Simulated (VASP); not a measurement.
W: single point with PBE

Crystal: W.

```
W
1.0
    -1.62328    1.62328    1.62328
     1.62328   -1.62328    1.62328
     1.62328    1.62328   -1.62328
W
1
Direct
  0.00000 0.00000 0.00000
```

The cell isn't the ideal one: a relaxed cell with its volume scaled by 1.06.

| Item | Value |
| --- | --- |
| Program | VASP 6.6.1 |
| Task | single point |
| Functional | PBE |
| Potentials or basis | VASP PAW PBE potentials, release 64 (W_sv) |
| Cutoff | 350 eV |
| k mesh | 18 × 18 × 18 |
| Occupations | gaussian, width 0.1 eV |
| Spin | no spin polarisation |

- Pressure: -15.7 GPa
- Band gap on the k mesh: none (metal or under the smearing width)

Levels at points of the mesh, in eV from the Fermi level:
```csv
k point,band 5,band 6,band 7,band 8,band 9,band 10
"(0.00, 0.00, 0.00)",-9.21,-1.10,-1.10,-1.10,2.09,2.09
"(0.50, 0.00, 0.00)",-5.79,-3.21,0.45,1.94,2.83,5.50
"(0.50, 0.50, 0.50)",-5.24,-5.24,4.64,4.64,4.64,7.67
```

It took 29 s on 1 thread of AMD EPYC 7R13 Processor (Zen 3), on a shared host, peak memory 0.1 GiB.

Caveat: so large a pressure means that the cell lies far from this level's equilibrium, or that cutoff or potentials fall short. The run has no spin-orbit coupling, so splittings on W are missing.
